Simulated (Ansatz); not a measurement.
# SnO2 (Pbcn) under several functionals

Plane-wave DFT in Ansatz with scalar-relativistic PAW potentials. The same structure was relaxed (cell and atoms, symmetry kept) in separate runs at each level. This form isn't the usual stable structure of the compound. No spin polarisation.

Task: How do the levels LDA, PBE, r2SCAN compare?

Result:
```tsv
level	cutoff (eV)	k mesh	V (Å³/atom)	a (Å)	b (Å)	c (Å)	gap (eV)	B0 (GPa)
LDA	420	6×6×6	11.617	4.703	5.695	5.204	1.50	194
r2SCAN	500	6×6×6	11.864	4.732	5.743	5.238	2.07	–
PBE	420	6×6×6	12.333	4.789	5.824	5.306	1.00	–
```

The usual order of volumes, LDA < PBE, holds here (11.617, 12.333 Å³/atom). As a rule LDA overbinds; PBE's gradient term for exchange weakens bonds. r2SCAN lies 3.8 % under PBE in volume. Each gap belongs to its own cell, so it mixes the functional's effect with that of the volume; gaps are the least found on the k mesh or on a band path.